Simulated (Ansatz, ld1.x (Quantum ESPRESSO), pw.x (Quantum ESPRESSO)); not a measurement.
# From atom to crystal: TM potential for sulfur (S)

```json
{"Element": "S (Z = 16)", "Generator": "ld1.x (Quantum ESPRESSO) 7.5", "Type": "norm-conserving Troullier–Martins (Kleinman–Bylander form)", "Functional": "PBE", "Relativity": "scalar-relativistic", "Frozen core": "[Ne]", "Valence charge": "6", "Reference configuration": "3s2 3p3 (charge +1)", "Partial waves": "3p (bound): rc 1.70 bohr; 3d channel at 0.5 Ry: rc 1.40 bohr; 3s (bound): rc 1.15 bohr", "Local potential": "the s channel", "Core correction": "Bessel-smoothed model core inside 1.05 bohr"}
```

Atomic tests: cutoffs needed: 55 Ry and 120 Ry (the cutoffs (Ry, on a coarse ladder) from which the occupation-weighted sum of valence levels, in a spherical-Bessel basis at the reference potential, stays within 10 and 1 mRy of its value at 400 Ry); ghost test: no extra level below or beside the all-electron valence levels (p, d, s, f tested) (spherical-Bessel basis up to 400 Ry, 20 bohr box); largest excitation error: +176 meV (all-electron minus pseudo) for 3s2 3p0, out of 7 test configurations.

Crystal test: bcc S in pw.x 7.5, no spin, 15³ k-points, Fermi–Dirac smearing 0.01 Ry, cutoffs 145/580 Ry. The reference is all-electron LAPW (Ansatz 0.2.0) with the same functional, mesh and smearing; V0 and B0 come from Birch–Murnaghan fits to the pressures at five volumes. Errors are pseudo minus all-electron; Δ is the rms difference of the E(V) curves that follow from these fits, minima aligned, over ±6 % about the mean V0. Mesh and smearing are coarse, so the numbers serve the comparison and aren't converged zero-temperature values; the lattice is a test structure that the element need not adopt.

All-electron: a0 = 3.165 Å (V0 = 15.85 Å³/atom), B0 = 80.8 GPa.

**Question.** How far does the potential miss the all-electron equation of state?

**Answer.** mean pressure error (GPa): -0.25; a0 (Å): 3.161; a0 error (%): -0.10; B0 error (%): +0.6; Δ (meV/atom): 0.8.

```json
{"V (Å³/atom)": "14.895", "P all-electron (GPa)": "5.71", "P pseudo (GPa)": "5.43"}
{"V (Å³/atom)": "15.287", "P all-electron (GPa)": "3.14", "P pseudo (GPa)": "2.88"}
{"V (Å³/atom)": "15.679", "P all-electron (GPa)": "0.88", "P pseudo (GPa)": "0.63"}
{"V (Å³/atom)": "16.071", "P all-electron (GPa)": "-1.10", "P pseudo (GPa)": "-1.34"}
{"V (Å³/atom)": "16.463", "P all-electron (GPa)": "-2.84", "P pseudo (GPa)": "-3.06"}
```

**Question.** At the middle volume, how do free energy and pressure move when the wave cutoff is lowered (ecutrho kept at four times it)?

**Answer.**

```csv
cutoff (Ry),shift of F (meV/atom),shift of P (GPa)
65,+68.9,-0.44
87,+53.4,-0.97
116,+6.2,-0.62
```

The run at the middle volume (120 k-points, 8 iterations) took about 40 s on one core of a shared host (Neoverse-V1, 32 threads, 247 GiB, load 11).
